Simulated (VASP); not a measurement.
Here is a VASP 6.6.1 calculation.

File POSCAR:

```
BN
1.0
    0.0000000000      1.8048245542      1.8048245542
    1.8048245542      0.0000000000      1.8048245542
    1.8048245542      1.8048245542      0.0000000000
B N
1 1
Direct
    0.0000000000      0.0000000000      0.0000000000
    0.2500000000      0.2500000000      0.2500000000
```

The input INCAR.step1:

```
ALGO = Normal
EDIFF = 1E-5
ENCUT = 660
GGA = PE
GGA_COMPAT = False
ISMEAR = 1
LASPH = True
LCHARG = False
LREAL = False
LWAVE = True
NBANDS = 11
NELM = 120
PREC = Accurate
SIGMA = 0.5
```

File INCAR.step2:

```
ALGO = Normal
EDIFF = 1E-6
ENCUT = 660
GGA_COMPAT = False
ISIF = 2
ISMEAR = 1
ISTART = 1
LASPH = True
LCHARG = True
LELF = True
LMIXTAU = True
LREAL = False
LVHAR = True
LWAVE = False
METAGGA = R2SCAN
NBANDS = 11
NELM = 120
PREC = Accurate
SIGMA = 0.5
```

KPOINTS

```
k-points
0
Gamma
  8 8 8
```

Potentials or basis: VASP PAW PBE potentials, release 64 (B, N).

Command:

```sh
$ cat potpaw_PBE.64/B/POTCAR potpaw_PBE.64/N/POTCAR > POTCAR
$ cp INCAR.step1 INCAR
$ mpirun -np 1 vasp_std > vasp.out
$ cp INCAR.step2 INCAR
$ mpirun -np 1 vasp_std > vasp.out
```

(1) Estimate the pressure.

(2) What does it give for the band gap on the k mesh?

Answers

(1) 1.2 GPa.

(2) 4.98 eV, indirect (least direct gap 9.55 eV).

Caveat: the PAW data sets were made with another functional, which shifts forces and pressure a little.

**Experimental background.**

From a printed reference work, monograph, for a bulk crystal of BN at 300 K: band gap 6.4 eV (indirect).

Measured gap of BN: 6.4 eV (indirect; 300 K; a printed reference work, monograph). This calculation gives 4.98 eV (-1.42 eV). The value is that of r2SCAN on a finite k mesh, which can miss the band edges, without temperature or zero-point motion.
